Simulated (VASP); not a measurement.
# SiC (P6_3mc) in VASP: further runs, part 2 of 2

VASP 6.6.1.

## 4. Dielectric tensor, PBE

File INCAR:

```
PREC = Accurate
ENCUT = 520
EDIFF = 1E-8
ISMEAR = 0
SIGMA = 0.03
LREAL = False
LASPH = True
NELM = 80
ALGO = Normal
ISIF = 2
LWAVE = False
LCHARG = False
GGA = PE
LEPSILON = True
KPAR = 2
```

File KPOINTS:

```
Automatic mesh
0
Gamma
  15 15 4
```

File POSCAR:

```
SiC                                     
1.0
    3.0789830401      0.0000000000      0.0000000000
   -1.5394915200      2.6664775305      0.0000000000
    0.0000000000      0.0000000000     10.0795947977
  Si              C             
     4     4
Direct
     0.6666666699999979    0.3333333300000021    0.9378313346205758
     0.3333333300000021    0.6666666699999979    0.4378313346205758
     0.0000000000000000    0.0000000000000000    0.6878993575391306
     0.0000000000000000    0.0000000000000000    0.1878993575391306
     0.6666666699999979    0.3333333300000021    0.7498119035729829
     0.3333333300000021    0.6666666699999979    0.2498119035729829
     0.0000000000000000    0.0000000000000000    0.5004564042673110
     0.0000000000000000    0.0000000000000000    0.0004564042673110
```

Potentials or basis: VASP PAW PBE potentials, release 64 (Si, C).

Launch:

```console
> cat potpaw_PBE.64/Si/POTCAR potpaw_PBE.64/C/POTCAR > POTCAR
> mpirun -np 2 vasp_std > vasp.out
```

OUTCAR:

```text
PREC = Accurate
   ENCUT = 520
   EDIFF = 1E-8
   ISMEAR = 0
   LREAL = False
   LASPH = True
   NELM = 80
   ISIF = 2
   GGA = PE
   LEPSILON = True

 ion  position               nearest neighbor table
   1  0.667  0.333  0.938-   8 1.89   8 1.89   8 1.89   5 1.90   3 3.08   3 3.08   3 3.08   4 3.08
                             4 3.08   4 3.08
   2  0.333  0.667  0.438-   7 1.89   7 1.89   7 1.89   6 1.90   4 3.08   4 3.08   4 3.08   3 3.08
                             3 3.08   3 3.08
   3  0.000  0.000  0.688-   5 1.88   5 1.88   5 1.88   7 1.89   1 3.08   1 3.08   1 3.08   2 3.08
                             2 3.08   2 3.08
   4  0.000  0.000  0.188-   6 1.88   6 1.88   6 1.88   8 1.89   2 3.08   2 3.08   2 3.08   1 3.08
                             1 3.08   1 3.08
   5  0.667  0.333  0.750-   3 1.88   3 1.88   3 1.88   1 1.90
   6  0.333  0.667  0.250-   4 1.88   4 1.88   4 1.88   2 1.90
   7  0.000  0.000  0.500-   2 1.89   2 1.89   2 1.89   3 1.89
   8  0.000  0.000  0.000-   1 1.89   1 1.89   1 1.89   4 1.89

  LATTYP: Found a hexagonal cell.
 ALAT       =     3.0789830401
 C/A-ratio  =     3.2736766219

  Lattice vectors:

 A1 = (   3.0789830401,   0.0000000000,   0.0000000000)
 A2 = (  -1.5394915200,   2.6664775305,   0.0000000000)
 A3 = (   0.0000000000,   0.0000000000,  10.0795947977)

Analysis of symmetry for initial positions (statically):
=====================================================================
 Subroutine PRICEL returns:
 Original cell was already a primitive cell.

 Routine SETGRP: Setting up the symmetry group for a
 hexagonal supercell.
[... 841 lines left out ...]

 MACROSCOPIC STATIC DIELECTRIC TENSOR (including local field effects in DFT)
 ------------------------------------------------------
           6.988234     0.000000    -0.000000
           0.000000     6.988234     0.000000
          -0.000000     0.000000     7.286706
 ------------------------------------------------------

 PIEZOELECTRIC TENSOR (including local field effects)  for field in x, y, z        (e  Angst)
          XX          YY          ZZ          XY          YZ          ZX
  --------------------------------------------------------------------------------
  x     0.00000     0.00000     0.00000    -0.00000    -0.00000    -3.01783
  y     0.00000     0.00000     0.00000     0.00000    -3.01783    -0.00000
  z    -2.69014    -2.69014     5.04296    -0.00000     0.00000     0.00000

 PIEZOELECTRIC TENSOR (including local field effects)  for field in x, y, z        (C/m^2)
          XX          YY          ZZ          XY          YZ          ZX
  --------------------------------------------------------------------------------
  x     0.00000     0.00000     0.00000    -0.00000    -0.00000    -0.58427
  y     0.00000     0.00000     0.00000     0.00000    -0.58427    -0.00000
  z    -0.52083    -0.52083     0.97636    -0.00000     0.00000     0.00000

 BORN EFFECTIVE CHARGES (including local field effects) (in |e|, cummulative output)
 ---------------------------------------------------------------------------------
 ion    1
    1     2.67021     0.00000     0.00000
    2     0.00000     2.67021     0.00000
    3     0.00000     0.00000     2.62832
 ion    2
    1     2.67021     0.00000    -0.00000
    2     0.00000     2.67021     0.00000
    3    -0.00000     0.00000     2.62832
 ion    3
    1     2.67776     0.00000     0.00000
    2     0.00000     2.67776     0.00000
    3     0.00000     0.00000     2.91173
 ion    4
    1     2.67776     0.00000     0.00000
    2     0.00000     2.67776    -0.00000
    3    -0.00000     0.00000     2.91173
 ion    5
    1    -2.69600    -0.00000    -0.00000
    2    -0.00000    -2.69600     0.00000
    3    -0.00000     0.00000    -2.73434
 ion    6
    1    -2.69600    -0.00000    -0.00000
    2    -0.00000    -2.69600    -0.00000
    3     0.00000     0.00000    -2.73434
 ion    7
    1    -2.65197    -0.00000     0.00000
    2    -0.00000    -2.65197     0.00000
    3     0.00000     0.00000    -2.80572
 ion    8
    1    -2.65197    -0.00000    -0.00000
    2    -0.00000    -2.65197     0.00000
    3     0.00000     0.00000    -2.80572
```

stdout:

```text
POSCAR found type information on POSCAR SiC
 POSCAR found :  2 types and       8 ions
 scaLAPACK will be used
 LDA part: xc-table for (Slater+PW92), standard interpolation
 POSCAR, INCAR and KPOINTS ok, starting setup
 FFT: planning ... GRIDC
 FFT: planning ... GRID_SOFT
 FFT: planning ... GRID
 WAVECAR not read
 entering main loop
 Linear response reoptimize wavefunctions to high precision
 Linear response G [H, r] |phi>, progress :
  Direction:   1
 Linear response G [H, r] |phi>, progress :
  Direction:   2
 Linear response G [H, r] |phi>, progress :
  Direction:   3
 Linear response to external field (no local field effect), progress :
  Direction:   1
 dielectric tensor                  component  1 :     5.899    -2.224     0.209
 Linear response to external field (no local field effect), progress :
  Direction:   2
 dielectric tensor                  component  2 :    -2.224     8.553    -0.051
 Linear response to external field (no local field effect), progress :
  Direction:   3
 dielectric tensor                  component  3 :     0.209    -0.052     7.516
 Linear response to external field, progress :
  Direction:   1
 dielectric tensor                  component  1 :     6.988    -0.431    -0.000
 Linear response to external field, progress :
  Direction:   2
 dielectric tensor                  component  2 :    -0.742     6.988     0.000
 Linear response to external field, progress :
  Direction:   3
 dielectric tensor                  component  3 :     0.208    -0.051     7.287
 Born effective charges drift removed
```

Run time: 10 min. Hardware: 2 MPI ranks of Intel Xeon Platinum 8488C (Sapphire Rapids), shared host; peak memory 0.97 GiB.

Results:

```yaml
Band_gap_on_the_k_mesh: 2.27 eV, indirect (least direct gap 3.38 eV)
Electronic_dielectric_tensor_diagonal: 6.99, 6.99, 7.29
Born_charges_mean_of_the_diagonal: Si +2.66, +2.76; C -2.71, -2.70 e
```

Levels at points of the mesh, in eV from the valence-band top:
```csv
k point,band 12,band 13,band 14,band 15,band 16,band 17,band 18,band 19,band 20,band 21
"(0.00, 0.00, 0.00)",-0.58,-0.58,-0.05,0.00,0.00,5.09,5.67,6.29,6.31,6.98
"(0.00, 0.00, 0.50)",-1.04,-0.21,-0.21,-0.21,-0.21,5.30,5.30,6.76,6.76,7.06
```

Electronic dielectric tensor:
```
6.99 0.00 0.00
0.00 6.99 0.00
0.00 0.00 7.29
```

Born effective charge tensors (e):
atom 1, Si
```
2.67 0.00 0.00
0.00 2.67 0.00
0.00 0.00 2.63
```
atom 2, Si
```
2.67 0.00 0.00
0.00 2.67 0.00
0.00 0.00 2.63
```
atom 3, Si
```
2.68 0.00 0.00
0.00 2.68 0.00
0.00 0.00 2.91
```
atom 4, Si
```
2.68 0.00 0.00
0.00 2.68 0.00
0.00 0.00 2.91
```
atom 5, C
```
-2.70  0.00  0.00
 0.00 -2.70  0.00
 0.00  0.00 -2.73
```
atom 6, C
```
-2.70  0.00  0.00
 0.00 -2.70  0.00
 0.00  0.00 -2.73
```
atom 7, C
```
-2.65  0.00  0.00
 0.00 -2.65  0.00
 0.00  0.00 -2.81
```
atom 8, C
```
-2.65  0.00  0.00
 0.00 -2.65  0.00
 0.00  0.00 -2.81
```

Caveat: an odd mesh through Γ misses points on the zone boundary, where band edges often lie.

## 5. Optical spectrum, PBE

File INCAR:

```
PREC = Accurate
ENCUT = 520
EDIFF = 1E-7
ISMEAR = 0
SIGMA = 0.03
LREAL = False
LASPH = True
NELM = 80
ALGO = Normal
ISIF = 2
LWAVE = False
LCHARG = False
GGA = PE
LOPTICS = True
NBANDS = 48
NEDOS = 1000
CSHIFT = 0.05
KPAR = 2
```

File KPOINTS:

```
Automatic mesh
0
Gamma
  12 12 3
```

POSCAR is that of step 4.

Potentials or basis: VASP PAW PBE potentials, release 64 (Si, C).

Launch:

```console
> cat potpaw_PBE.64/Si/POTCAR potpaw_PBE.64/C/POTCAR > POTCAR
> mpirun -np 2 vasp_std > vasp.out
```

OUTCAR:

```text
PREC = Accurate
   ENCUT = 520
   EDIFF = 1E-7
   ISMEAR = 0
   LREAL = False
   LASPH = True
   NELM = 80
   ISIF = 2
   GGA = PE

 ion  position               nearest neighbor table
   1  0.667  0.333  0.938-   8 1.89   8 1.89   8 1.89   5 1.90   3 3.08   3 3.08   3 3.08   4 3.08
                             4 3.08   4 3.08
   2  0.333  0.667  0.438-   7 1.89   7 1.89   7 1.89   6 1.90   4 3.08   4 3.08   4 3.08   3 3.08
                             3 3.08   3 3.08
   3  0.000  0.000  0.688-   5 1.88   5 1.88   5 1.88   7 1.89   1 3.08   1 3.08   1 3.08   2 3.08
                             2 3.08   2 3.08
   4  0.000  0.000  0.188-   6 1.88   6 1.88   6 1.88   8 1.89   2 3.08   2 3.08   2 3.08   1 3.08
                             1 3.08   1 3.08
   5  0.667  0.333  0.750-   3 1.88   3 1.88   3 1.88   1 1.90
   6  0.333  0.667  0.250-   4 1.88   4 1.88   4 1.88   2 1.90
   7  0.000  0.000  0.500-   2 1.89   2 1.89   2 1.89   3 1.89
   8  0.000  0.000  0.000-   1 1.89   1 1.89   1 1.89   4 1.89

  LATTYP: Found a hexagonal cell.
 ALAT       =     3.0789830401
 C/A-ratio  =     3.2736766219

  Lattice vectors:

 A1 = (   3.0789830401,   0.0000000000,   0.0000000000)
 A2 = (  -1.5394915200,   2.6664775305,   0.0000000000)
 A3 = (   0.0000000000,   0.0000000000,  10.0795947977)

Analysis of symmetry for initial positions (statically):
[... 971 lines left out ...]
      0.00000      0.00000      5.04440        -0.000000      0.000000     -0.002992
      0.00000      0.00000      0.00460        -0.000000     -0.000000     -0.002992
 -----------------------------------------------------------------------------------
    total drift:                               -0.000000     -0.000000      0.000013

  FREE ENERGIE OF THE ION-ELECTRON SYSTEM (eV)
  ---------------------------------------------------
  free  energy   TOTEN  =       -60.2368252552 eV

  energy  without entropy=      -60.2368252552  energy(sigma->0) =      -60.23682526

 electrical conductivity sigma (Mega S m-1) (frequency dependency in vasprun.xml)
  --------------------------------------------------------------------------------------
       0.000       0.000       0.000
       0.000       0.000       0.000
       0.000       0.000       0.000

  frequency dependent IMAGINARY DIELECTRIC FUNCTION (independent particle, no local field effects) density-density
     E(ev)      X         Y         Z        XY        YZ        ZX
  --------------------------------------------------------------------------------------------------------------
     0.00000     0.00000     0.00000     0.00000     0.00000     0.00000     0.00000
     0.46818     0.00570     0.00570     0.00657     0.00000     0.00000     0.00000
     0.93636     0.01177     0.01177     0.01363     0.00000     0.00000     0.00000
     1.40455     0.01866     0.01866     0.02181     0.00000     0.00000     0.00000
     1.87273     0.02699     0.02699     0.03202     0.00000     0.00000     0.00000
     2.34091     0.03782     0.03782     0.04591     0.00000     0.00000     0.00000
[... 92 lines left out ...]
    45.88188     0.00052     0.00052     0.00051     0.00000    -0.00000    -0.00000
    46.35006     0.00050     0.00050     0.00050     0.00000    -0.00000    -0.00000

  frequency dependent      REAL DIELECTRIC FUNCTION (independent particle, no local field effects) density-density
     E(ev)        X           Y           Z          XY          YZ          ZX
  --------------------------------------------------------------------------------------------------------------
     0.00000     7.18683     7.18683     7.47371     0.00000    -0.00000    -0.00000
     0.46818     7.21337     7.21337     7.50427     0.00000    -0.00000    -0.00000
     0.93636     7.29471     7.29471     7.59820     0.00000    -0.00000    -0.00000
     1.40455     7.43629     7.43629     7.76289     0.00000    -0.00000    -0.00000
     1.87273     7.64850     7.64850     8.01270     0.00000    -0.00000    -0.00000
     2.34091     7.94927     7.94927     8.37355     0.00000    -0.00000    -0.00000
[... 92 lines left out ...]
    45.88188     0.78052     0.78052     0.78138    -0.00000     0.00000     0.00000
    46.35006     0.78527     0.78527     0.78610    -0.00000     0.00000     0.00000

  frequency dependent IMAGINARY DIELECTRIC FUNCTION (independent particle, no local field effects) current-current
     E(ev)      X         Y         Z        XY        YZ        ZX
  --------------------------------------------------------------------------------------------------------------
     0.00000    13.21585    13.21585    13.82876     0.00000     0.00000    -0.00000
     0.46818     1.33284     1.33284     1.39584     0.00000     0.00000    -0.00000
     0.93636     0.68403     0.68403     0.71830     0.00000     0.00000    -0.00000
     1.40455     0.47691     0.47691     0.50331     0.00000     0.00000    -0.00000
     1.87273     0.38202     0.38202     0.40649     0.00000     0.00000    -0.00000
     2.34091     0.33469     0.33469     0.36091     0.00000     0.00000    -0.00000
[... 92 lines left out ...]
    45.88188     0.00004     0.00004     0.00004     0.00000    -0.00000     0.00000
    46.35006     0.00004     0.00004     0.00003     0.00000    -0.00000     0.00000

  frequency dependent      REAL DIELECTRIC FUNCTION (independent particle, no local field effects) current-current
     E(ev)        X           Y           Z          XY          YZ          ZX
  --------------------------------------------------------------------------------------------------------------
     0.00000     7.18596     7.18596     7.47269     0.00000     0.00000    -0.00000
     0.46818     7.21223     7.21223     7.50293     0.00000     0.00000    -0.00000
     0.93636     7.29353     7.29353     7.59682     0.00000     0.00000    -0.00000
     1.40455     7.43505     7.43505     7.76143     0.00000     0.00000    -0.00000
     1.87273     7.64716     7.64716     8.01110     0.00000     0.00000    -0.00000
     2.34091     7.94779     7.94779     8.37174     0.00000     0.00000    -0.00000
[... 92 lines left out ...]
    45.88188     0.78053     0.78053     0.78138    -0.00000    -0.00000     0.00000
    46.35006     0.78528     0.78528     0.78611    -0.00000    -0.00000     0.00000
```

Run time: 57 s. Hardware: 2 MPI ranks of Intel Xeon Platinum 8488C (Sapphire Rapids), shared host; peak memory 0.33 GiB.

What came out:

```
Free energy            : -60.2368 eV
Pressure               : 3.2 GPa
Band gap on the k mesh : 2.23 eV, indirect (least direct gap 3.35 eV)
```

Forces in eV/Å, atoms in the order of the input:
```
Si   0.000  0.000  0.002
Si   0.000  0.000  0.002
Si   0.000  0.000  0.001
Si   0.000  0.000  0.001
C    0.000  0.000  0.000
C    0.000  0.000  0.000
C    0.000  0.000 -0.003
C    0.000  0.000 -0.003
```

Dielectric function (mean over the directions given):
```csv
energy (eV),real part,imaginary part
0.28,7.29,0.00
0.75,7.35,0.01
1.22,7.48,0.02
1.78,7.72,0.03
2.25,8.02,0.04
2.72,8.44,0.05
3.28,9.21,0.09
3.75,10.29,0.22
4.31,12.68,0.98
4.78,12.37,2.87
5.24,15.96,4.78
5.81,12.28,11.11
6.27,11.13,12.24
6.84,5.61,23.70
7.30,2.91,14.67
7.77,0.97,17.09
8.33,-1.39,13.06
8.80,-4.73,10.91
9.27,-5.68,7.26
9.83,-4.86,5.84
10.30,-4.08,5.60
10.86,-3.79,4.20
11.33,-3.75,3.32
11.80,-3.17,3.04
12.36,-3.12,2.44
12.83,-2.47,1.77
13.39,-1.89,1.83
13.86,-1.98,1.43
14.33,-2.04,1.40
14.89,-1.79,1.10
15.36,-1.53,0.86
15.82,-1.43,0.87
16.39,-1.26,0.70
16.85,-1.10,0.58
17.42,-0.96,0.60
17.88,-0.77,0.47
18.35,-0.65,0.39
18.91,-0.59,0.40
19.38,-0.49,0.31
19.94,-0.42,0.29
```

Caveat: spectra need much finer meshes, so this one isn't converged; independent-particle spectra lack excitons; an odd mesh through Γ misses points on the zone boundary, where band edges often lie. A hybrid or GW would open this gap; PBE tends to underestimate it.

## 6. Overview

```tsv
task	level	k mesh	monkhorst-Pack mesh	gap on the mesh (eV)	pressure (GPa)
band structure	r2SCAN	12 × 12 × 3	-	2.61	-0.5
band structure	TB-mBJ	12 × 12 × 3	-	3.18	-
dielectric tensor	PBE	15 × 15 × 4	no	2.27	-
optical spectrum	PBE	12 × 12 × 3	-	2.23	3.2
```

Alike in all rows: potentials or basis VASP PAW PBE potentials, release 64 (Si, C); no spin polarisation; cell as given; cutoff (eV) 520; smearing gaussian 0.03 eV.

On the cell as given the gap runs from 2.23 eV (PBE) to 3.18 eV (TB-mBJ); the meshes differ, which moves gaps too.

Caveats: the PAW data sets were made with another functional, which shifts forces and pressure a little (some runs); an odd mesh through Γ misses points on the zone boundary, where band edges often lie (some runs); spectra need much finer meshes, so this one isn't converged (some runs); independent-particle spectra lack excitons (some runs).

Absolute energies hang on the potentials; compare differences alone.
